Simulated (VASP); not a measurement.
Set up this calculation in VASP 6.6.1, as the native input.

- Task: relaxation of cell and atoms
- Functional: PBE
- Potentials or basis: VASP PAW PBE potentials, release 64 (V_sv, O)
- Cutoff: 600 eV
- k mesh: 8 × 8 × 14
- Occupations: methfessel-paxton, width 0.1 eV
- Spin: collinear spin, ferromagnetic start
- Starting moments: [2.0, 2.0, 0.0, 0.0, 0.0, 0.0] μB
- Further INCAR settings: ALGO = Normal; EDIFF = 1e-07; AMIX = 0.2; BMIX = 0.0001; IBRION = 2; EDIFFG = -0.005; NSW = 90; ISIF = 3

The structure of VO2 lies in POSCAR:

```
VO2                                     
1.0
    4.5880663825      0.0000000000      0.0000000000
   -0.0000000000      4.5880663825      0.0000000000
    0.0000000000      0.0000000000      2.8412718297
  V               O             
     2     4
Direct
     0.0000000000000000    0.0000000000000000    0.0000000000000000
     0.5000000000000000    0.5000000000000000    0.5000000000000000
     0.2998905028436959    0.2998905028436959    0.0000000000000000
     0.2001094971563042    0.7998905028436958    0.5000000000000000
     0.7001094971563042    0.7001094971563042    0.0000000000000000
     0.7998905028436958    0.2001094971563042    0.5000000000000000
```

The input as run:

INCAR

```
SYSTEM = VO2
PREC = Accurate
ENCUT = 600
EDIFF = 1E-7
ISMEAR = 1
SIGMA = 0.1
LREAL = .FALSE.
LASPH = .TRUE.
NELM = 150
ALGO = Normal
ISIF = 3
LWAVE = .FALSE.
LCHARG = .FALSE.
ISPIN = 2
MAGMOM = 2 2 0 0 0 0
LORBIT = 11
LMAXMIX = 4
GGA = PE
IBRION = 2
NSW = 90
EDIFFG = -0.005
AMIX = 0.2
BMIX = 1E-4
AMIX_MAG = 0.8
BMIX_MAG = 1E-4
KPAR = 2
```

KPOINTS

```
regular mesh
0
G
  8 8 14
  0 0 0
```

Potentials or basis: VASP PAW PBE potentials, release 64 (V_sv, O).

Command:

```console
$ cat potpaw_PBE.64/V_sv/POTCAR potpaw_PBE.64/O/POTCAR > POTCAR
$ mpirun -np 2 vasp_std > vasp.out
```

Results of the run:

```
Relaxed volume                                        : 9.96 Å³/atom
Relaxed cell                                          : a = 4.587 Å, b = 4.587 Å, c = 2.842 Å, α = 90.00°, β = 90.00°, γ = 90.00°
Space group after relaxing (to 0.05 Å)                : P4_2/mnm (No. 136)
Energy gained by relaxing                             : 0.0 meV/atom
Ionic steps                                           : 4
Pressure after relaxing                               : 0.0 GPa
Band gap on the k mesh                                : none (metal or under the smearing width)
Net moment                                            : 2.00 μB per cell
Site moments                                          : V +1.05; O -0.05 μB
Valence electrons inside the program's atomic spheres : V 11.51; O 5.04
```

Caveat: semilocal functionals often make such compounds metallic where correlation or magnetic order opens a gap, which also shifts bond lengths.

It took 8.7 min on 2 MPI ranks on Intel(R) Xeon(R) Platinum 8259CL CPU @ 2.50GHz (Skylake/Cascade Lake), with other jobs on the host, peak memory 0.49 GiB a rank.
